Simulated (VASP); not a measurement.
# C2O2H4 in VASP: reference runs

Aim: a first look at C2O2H4 with PBE, on the cell as given.

Program: VASP 6.6.1. These are calculated values, not measurements. Logs are shortened: lines on timing, memory, paths and dates and some standing lists are left out, and cuts for length are marked.

### 1 The structure

The cell holds a molecule in a box, 8 atoms: a = 13.000 Å, b = 12.000 Å, c = 12.000 Å, α = 90.00°, β = 90.00°, γ = 90.00°.

### 2 Single point, PBE

Contents of INCAR:

```
SYSTEM = H2CO
PREC = Accurate ; ENCUT = 520
EDIFF = 1E-7 ; ISMEAR = 0
SIGMA = 0.01 ; LREAL = .FALSE.
LASPH = .TRUE. ; NELM = 100
ALGO = Normal ; ISIF = 2
LWAVE = .FALSE. ; LCHARG = .FALSE.
GGA = PE ; NBANDS = 22
```

Contents of KPOINTS:

```
regular mesh
0
G
  1 1 1
  0 0 0
```

Contents of POSCAR:

```
H2CO
1.0
   13.0000000000      0.0000000000      0.0000000000
    0.0000000000     12.0000000000      0.0000000000
    0.0000000000      0.0000000000     12.0000000000
C O H
2 2 4
Direct
    0.4250846200      0.5442375000      0.4648041700
    0.5088000000      0.5236958300      0.5251541700
    0.5890461500      0.5934541700      0.5311375000
    0.5260076900      0.4320708300      0.5882375000
    0.4195384600      0.6203875000      0.4174291700
    0.3621769200      0.4854625000      0.4625375000
    0.6398230800      0.5605708300      0.5794208300
    0.4676923100      0.3831125000      0.5827958300
```

Potentials or basis: VASP PAW PBE potentials, release 64 (C, O, H).

Started as:

```console
cat potpaw_PBE.64/C/POTCAR potpaw_PBE.64/O/POTCAR potpaw_PBE.64/H/POTCAR > POTCAR
mpirun -np 1 vasp_gam > vasp.out
```

OUTCAR:

```text
SYSTEM = H2CO
   PREC = Accurate
   ENCUT = 520
   EDIFF = 1E-7
   ISMEAR = 0
   LREAL = .FALSE.
   LASPH = .TRUE.
   NELM = 100
   ISIF = 2
   GGA = PE

 ion  position               nearest neighbor table
   1  0.425  0.544  0.465-   5 1.08   6 1.08   2 1.33
   2  0.509  0.524  0.525-   1 1.33   3 1.34   4 1.35
   3  0.589  0.593  0.531-   7 0.96   2 1.34
   4  0.526  0.432  0.588-   8 0.96   2 1.35
   5  0.420  0.620  0.417-   1 1.08
   6  0.362  0.485  0.463-   1 1.08
   7  0.640  0.561  0.579-   3 0.96
   8  0.468  0.383  0.583-   4 0.96

  LATTYP: Found a simple tetragonal cell.
 ALAT       =    12.0000000000
 C/A-ratio  =     1.0833333333

  Lattice vectors:

 A1 = (   0.0000000000,  12.0000000000,   0.0000000000)
 A2 = (   0.0000000000,   0.0000000000,  12.0000000000)
 A3 = (  13.0000000000,   0.0000000000,   0.0000000000)

Analysis of symmetry for initial positions (statically):
=====================================================================
 Subroutine PRICEL returns:
 Original cell was already a primitive cell.

 Routine SETGRP: Setting up the symmetry group for a
 simple tetragonal supercell.

 Subroutine GETGRP returns: Found  1 space group operations
 (whereof  1 operations were pure point group operations)
 out of a pool of 16 trial point group operations.

The static configuration has the point symmetry C_1 .

Analysis of symmetry for dynamics (positions and initial velocities):
=====================================================================
 Subroutine PRICEL returns:
 Original cell was already a primitive cell.

 Routine SETGRP: Setting up the symmetry group for a
 simple tetragonal supercell.

 Subroutine GETGRP returns: Found  1 space group operations
 (whereof  1 operations were pure point group operations)
 out of a pool of 16 trial point group operations.

The dynamic configuration has the point symmetry C_1 .

 Subroutine INISYM returns: Found  1 space group operations
 (whereof  1 operations are pure point group operations),
 and found     1 'primitive' translations

----------------------------------------------------------------------------------------

                                     Primitive cell

  volume of cell :    1872.0000

  direct lattice vectors                    reciprocal lattice vectors
    13.000000000  0.000000000  0.000000000     0.076923077  0.000000000  0.000000000
     0.000000000 12.000000000  0.000000000     0.000000000  0.083333333  0.000000000
     0.000000000  0.000000000 12.000000000     0.000000000  0.000000000  0.083333333

  length of vectors
    13.000000000 12.000000000 12.000000000     0.076923077  0.083333333  0.083333333

  position of ions in fractional coordinates (direct lattice)
     0.425084620  0.544237500  0.464804170
     0.508800000  0.523695830  0.525154170
     0.589046150  0.593454170  0.531137500
     0.526007690  0.432070830  0.588237500
     0.419538460  0.620387500  0.417429170
     0.362176920  0.485462500  0.462537500
     0.639823080  0.560570830  0.579420830
     0.467692310  0.383112500  0.582795830

  ion indices of the primitive-cell ions
   primitive index   ion index
                 1           1
                 2           2
                 3           3
                 4           4
                 5           5
                 6           6
                 7           7
                 8           8

----------------------------------------------------------------------------------------

 KPOINTS: regular mesh

Automatic generation of k-mesh.
 Grid dimensions read from file:
 generate k-points for:    1    1    1

 Generating k-lattice:

  Cartesian coordinates                     Fractional coordinates (reciprocal lattice)
     0.076923077  0.000000000  0.000000000     1.000000000  0.000000000  0.000000000
     0.000000000  0.083333333  0.000000000     0.000000000  1.000000000  0.000000000
     0.000000000  0.000000000  0.083333333     0.000000000  0.000000000  1.000000000

  Length of vectors
     0.076923077  0.083333333  0.083333333

  Shift w.r.t. Gamma in fractional coordinates (k-lattice)
     0.000000000  0.000000000  0.000000000

 Subroutine IBZKPT returns following result:
 ===========================================

 Found      1 irreducible k-points:

 Following reciprocal coordinates:
            Coordinates               Weight
  0.000000  0.000000  0.000000      1.000000
   k-points           NKPTS =      1   k-points in BZ     NKDIM =      1   number of bands    NBANDS=     22
   number of dos      NEDOS =    301   number of ions     NIONS =      8
   total plane-waves  NPLWV = 793800
   dimension x,y,z NGX =    98 NGY =   90 NGZ =   90
   dimension x,y,z NGXF=   196 NGYF=  180 NGZF=  180
   ions per type =               2   2   4
   NGX,Y,Z   is equivalent  to a cutoff of  12.53, 12.47, 12.47 a.u.
   NGXF,Y,Z  is equivalent  to a cutoff of  25.06, 24.94, 24.94 a.u.
 SYSTEM =  H2CO
   PREC   = accura    normal or accurate (medium, high low for compatibility)
   ISTART =      0    job   : 0-new  1-cont  2-samecut
   ICHARG =      2    charge: 1-file 2-atom 10-const
   ISPIN  =      1    spin polarized calculation?
   LNONCOLLINEAR =      F non collinear calculations
   LSORBIT =      F    spin-orbit coupling
   LASPH  =      T    aspherical Exc in radial PAW
   ENCUT  =  520.0 eV  38.22 Ry    6.18 a.u.  24.17 22.31 22.31*2*pi/ulx,y,z
   NELM   =    100;   NELMIN=  2; NELMDL= -5     # of ELM steps
   EDIFF  = 0.1E-06   stopping-criterion for ELM
   LREAL  =      F    real-space projection
   EDIFFG = 0.1E-05   stopping-criterion for IOM
   NSW    =      0    number of steps for IOM
   IBRION =     -1    ionic relax: 0-MD 1-quasi-New 2-CG
   NFREE  =      0    steps in history (QN), initial steepest desc. (CG)
   ISIF   =      2    stress and relaxation
   ISYM   =      2    0-nonsym 1-usesym 2-fastsym
   POTIM  = 0.5000    time-step for ionic-motion
   TEBEG  =    0.0;   TEEND  =   0.0 temperature during run
   PSTRESS=    0.0 pullay stress
   NELECT =      24.0000    total number of electrons
   NUPDOWN=      -1.0000    fix difference up-down
   EMIN   =  10.00;   EMAX   =-10.00  energy-range for DOS
   EFERMI =   0.00;   METHOD = LEGACY
   ISMEAR =     0;   SIGMA  =   0.01  broadening in eV -4-tet -1-fermi 0-gaus
   EFERMI_NEDOS =   21; number of points for ismear=-14 and -15
   IALGO  =     38    algorithm
   IMIX   =      4    mixing-type and parameters
     AMIX     =   0.40;   BMIX     =  1.00
     AMIX_MAG =   1.60;   BMIX_MAG =  1.00
  volume/ion in A,a.u.               =     234.00      1579.11
  Fermi-wavevector in a.u.,A,eV,Ry     =   0.383157  0.724062  1.997460  0.146809
  Thomas-Fermi vector in A             =   1.319904
   LORBIT       =      0    0 simple, 1 ext, 2 COOP (PROOUT), +10 PAW based schemes
   GGA     = PE    functional components
   LHFCALC =     F    Hartree Fock is set to
   AEXX    =    0.0000 exact exchange contribution
   IVDW    =     0    specifies the selected vdW correction
   LEPSILON=     F    determine dielectric tensor
   LRPA    =     F    only Hartree local field effects (RPA)
 non-spin polarized calculation
 Gauss-broadening in eV      SIGMA  =   0.01
  energy-cutoff  :      520.00
  volume of cell :     1872.00
 maximum number of plane-waves:     25235
 NGX is ok and might be reduce to    98
   NGX = 49   NGY = 45   NGZ = 45

 number of electron      23.9999998 magnetization

 Free energy of the ion-electron system (eV)
  ---------------------------------------------------
  ext. energy  EPLUGINS =         0.00000000
  ---------------------------------------------------
  free energy    TOTEN  =       -45.58562017 eV

  energy without entropy =      -45.58562017  energy(sigma->0) =      -45.58562017

 E-fermi :  -4.8923     XC(G=0):  -0.6489

 val. band max:       -5.0022826559   @ k =   0.0000   0.0000   0.0000
 cond. band min:      -0.7870568929   @ k =   0.0000   0.0000   0.0000
 fundamental gap:      4.2152257630
 Fermi energy:        -4.8923222902

 k-point     1 :       0.0000    0.0000    0.0000
  band No.  band energies     occupation
      1     -27.9720      2.00000
      2     -25.9856      2.00000
      3     -18.3918      2.00000
      4     -15.4470      2.00000
      5     -14.2463      2.00000
      6     -11.7505      2.00000
[... 14 lines left out ...]
     21       1.3080      0.00000
     22       1.3573      0.00000

------------------------ aborting loop because EDIFF is reached ----------------------------------------

  FORCE on cell =-STRESS in cart. coord.  units (eV):
  Direction    XX          YY          ZZ          XY          YZ          ZX
  --------------------------------------------------------------------------------------
  -------------------------------------------------------------------------------------
  Total        2.0339802      1.7263336      0.8084765      0.4910582     -0.8180582      0.8726167
  in kB        1.7408104      1.4775067      0.6919459      0.4202790     -0.7001466      0.7468412
  external PRESSURE =       1.3034210 kB  Pullay stress =       0.0000000 kB

 VOLUME and BASIS-vectors are now :
 -----------------------------------------------------------------------------
  energy-cutoff  :      520.00
  volume of cell :     1872.00
      direct lattice vectors                 reciprocal lattice vectors
    13.000000000  0.000000000  0.000000000     0.076923077  0.000000000  0.000000000
     0.000000000 12.000000000  0.000000000     0.000000000  0.083333333  0.000000000
     0.000000000  0.000000000 12.000000000     0.000000000  0.000000000  0.083333333

 POSITION                                       TOTAL-FORCE (eV/Angst)
 -----------------------------------------------------------------------------------
      5.52610      6.53085      5.57765        -0.364838      0.110158     -0.255465
      6.61440      6.28435      6.30185        -0.237815      0.021451     -0.139585
      7.65760      7.12145      6.37365         0.260379      0.742227     -0.291340
      6.83810      5.18485      7.05885         0.560830     -0.327499      0.489506
      5.45400      7.44465      5.00915        -0.039535      0.186529     -0.130608
      4.70830      5.82555      5.55045        -0.176436     -0.135224     -0.016244
      8.31770      6.72685      6.95305         0.440615     -0.201891      0.352560
      6.08000      4.59735      6.99355        -0.443202     -0.395751     -0.008824
 -----------------------------------------------------------------------------------
    total drift:                                0.000634     -0.002028     -0.000598

  FREE ENERGIE OF THE ION-ELECTRON SYSTEM (eV)
  ---------------------------------------------------
  free  energy   TOTEN  =       -45.5856201654 eV

  energy  without entropy=      -45.5856201654  energy(sigma->0) =      -45.58562017
```

Run time: 2.6 min. Hardware: 1 thread of Intel Xeon 6975P-C (Granite Rapids), shared host; peak memory 1.3 GiB.

Results:

```yaml
Free_energy: -45.5856 eV
Largest_force: 0.839 eV/Å
Gap_between_the_frontier_levels: 4.22 eV
```

Forces on the atoms (eV/Å):
```
C   -0.365  0.110 -0.255
C   -0.238  0.021 -0.140
O    0.260  0.742 -0.291
O    0.561 -0.327  0.490
H   -0.040  0.187 -0.131
H   -0.176 -0.135 -0.016
H    0.441 -0.202  0.353
H   -0.443 -0.396 -0.009
```
